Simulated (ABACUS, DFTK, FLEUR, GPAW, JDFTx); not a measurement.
KTaO3: energy against volume and a worked fit

```cif
data_structure
_symmetry_space_group_name_H-M 'Pm-3m'
_symmetry_Int_Tables_number 221
_cell_length_a 3.9883
_cell_length_b 3.9883
_cell_length_c 3.9883
_cell_angle_alpha 90.000
_cell_angle_beta 90.000
_cell_angle_gamma 90.000
_cell_volume 63.44
loop_
_atom_site_label
_atom_site_type_symbol
_atom_site_symmetry_multiplicity
_atom_site_Wyckoff_symbol
_atom_site_fract_x
_atom_site_fract_y
_atom_site_fract_z
_atom_site_occupancy
Ta1 Ta 1 a 0.00000 0.00000 0.00000 1
K1 K 1 b 0.50000 0.50000 0.50000 1
O1 O 3 d 0.00000 0.00000 0.50000 1
```

The cell was scaled at fixed shape and fractions and run with ABACUS, PseudoDojo NC SR 0.4.1 PBEsol standard, plane waves, cutoff 1143 eV; PBEsol, k mesh 7 × 7 × 7 on the cell of 5 atoms, fermi-dirac occupations of 0.05 eV, no spin polarisation, no spin-orbit coupling. Energies are those that the program minimises, any entropy of the smearing included.

| V (Å³/atom) | energy over the lowest row (meV/atom) |
| --- | --- |
| 11.9267 | 23.30 |
| 12.1805 | 8.08 |
| 12.4342 | ? |
| 12.6880 | 0.00 |
| 12.9418 | 5.62 |
| 13.1955 | 16.80 |
| 13.4493 | 32.94 |

Q: Fit the third-order Birch-Murnaghan form, give V0, B0 and B′, and predict the energy left open.

A: With y = (V0/V)^(2/3), E = E0 + (9 V0 B0/16) [(y - 1)³ B′ + (y - 1)² (6 - 4y)]. Least squares through the rows shown give V0 = 12.5825 Å³/atom, E0 = -0.55 meV, B0 = 202.9 GPa (1 eV/Å³ = 160.218 GPa) and B′ = 4.46, with a largest miss of 0.01 meV. At V = 12.4342 the form with these constants gives 0.58 meV; the run gave 0.58 meV an atom. Other set-ups at this level, from all their volumes (Å³/atom, GPa): DFTK, PseudoDojo SR PBEsol 0.4.1 standard (PBEsol): V0 12.583, B0 202.9; FLEUR, all-electron, FLAPW: V0 12.662, B0 200.9; GPAW, PAW data sets generated for this functional: V0 12.691, B0 201.7; JDFTx, PseudoDojo-SR-PBEsol-0.4.1-standard with smoothed tails: V0 12.583, B0 202.9. Measured volume: 12.69 Å³/atom (arxiv:2208.05712), so the fit lies -0.8 % from it. The runs are for a static lattice.
